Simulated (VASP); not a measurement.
Write the native input for VASP 6.6.1 that does the following.

```
Task                   : relaxation of cell and atoms
Functional             : AM05
Potentials or basis    : VASP PAW PBE potentials, release 64 (Zr_sv)
Cutoff                 : 600 eV
k mesh                 : 9 × 9 × 5
Occupations            : methfessel-paxton, width 0.1 eV
Spin                   : no spin polarisation
Further INCAR settings : ALGO = Normal; EDIFF = 1e-07; IBRION = 2; EDIFFG = -0.01; NSW = 60; ISIF = 3
```

The structure of Zr lies in POSCAR:

```
Zr
1.0
    3.2320000000      0.0000000000      0.0000000000
   -1.6160000000      2.7989941050      0.0000000000
    0.0000000000      0.0000000000      5.1470000000
Zr
2
Direct
    0.6666666667      0.3333333333      0.7500000000
    0.3333333333      0.6666666667      0.2500000000
```

The input as run:

INCAR

```
SYSTEM = Zr
PREC = Accurate
ENCUT = 600
EDIFF = 1E-7
ISMEAR = 1
SIGMA = 0.1
LREAL = .FALSE.
LASPH = .TRUE.
NELM = 80
ALGO = Normal
ISIF = 3
LWAVE = .FALSE.
LCHARG = .FALSE.
GGA = AM
IBRION = 2
NSW = 60
EDIFFG = -0.01
```

KPOINTS

```
Automatic mesh
0
G
  9 9 5
  0 0 0
```

Potentials or basis: VASP PAW PBE potentials, release 64 (Zr_sv).

Launch:

```console
$ cat potpaw_PBE.64/Zr_sv/POTCAR > POTCAR
$ mpirun -np 1 vasp_std > vasp.out
```

It gave:

```json
{
 "Relaxed volume": "22.53 Å³/atom",
 "Relaxed cell": "a = 3.183 Å, b = 3.183 Å, c = 5.136 Å, α = 90.00°, β = 90.00°, γ = 120.00°",
 "Space group after relaxing (to 0.05 Å)": "P6_3/mmc (No. 194)",
 "Energy gained by relaxing": "7.8 meV/atom",
 "Ionic steps": "5",
 "Pressure after relaxing": "0.0 GPa",
 "Band gap on the k mesh": "none (metal or under the smearing width)"
}
```

Caveat: the PAW data sets were made with another functional, which shifts forces and pressure a little.

Run time: 54 s on 1 thread of Intel(R) Xeon(R) 6975P-C (Granite Rapids), with other jobs on the host, peak memory 0.19 GiB.
